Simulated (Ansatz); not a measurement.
# Response to strain in LiCl

The parent structure is LiCl in the rock salt structure (space group Fm-3m, No. 225; a = 5.1504 Å).

Strains are applied to the cell and any free atomic positions relax.

The values are results of PBE (Ansatz, a program for electronic structure), scalar-relativistic without spin-orbit coupling, not measurements.

Notes on the quantities. energy relative to the base: free energy F.

```
variant                   energy relative to the base  band gap   electron mass   pressure
------------------------  ---------------------------  --------  --------------  ---------
base                                       0 meV/atom   6.26 eV  0.47 mₑ (at Γ)   0.00 GPa
isotropic strain −3.00 %                 +15 meV/atom   6.81 eV  0.48 mₑ (at Γ)   3.54 GPa
isotropic strain −2.50 %                 +10 meV/atom   6.71 eV  0.47 mₑ (at Γ)   2.85 GPa
isotropic strain −2.00 %                          [?]       [?]  0.47 mₑ (at Γ)        [?]
isotropic strain −1.50 %                +3.6 meV/atom   6.52 eV  0.47 mₑ (at Γ)   1.59 GPa
isotropic strain −1.00 %                +1.6 meV/atom   6.43 eV  0.47 mₑ (at Γ)   1.02 GPa
isotropic strain −0.50 %                +0.4 meV/atom   6.34 eV  0.47 mₑ (at Γ)   0.49 GPa
isotropic strain +1.00 %                +1.5 meV/atom   6.09 eV  0.47 mₑ (at Γ)  -0.89 GPa
isotropic strain +1.50 %                +3.3 meV/atom   6.01 eV  0.47 mₑ (at Γ)  -1.29 GPa
isotropic strain +3.00 %                 +12 meV/atom   5.79 eV  0.46 mₑ (at Γ)  -2.33 GPa
```

Some entries are withheld; estimate them.


- isotropic strain −2.00 %, energy relative to the base: +6.5 meV/atom
- isotropic strain −2.00 %, band gap: 6.61 eV
- isotropic strain −2.00 %, pressure: 2.20 GPa

Masses are band curvatures over ±0.01 Å⁻¹ around the edge. No phonon test of stability was made.
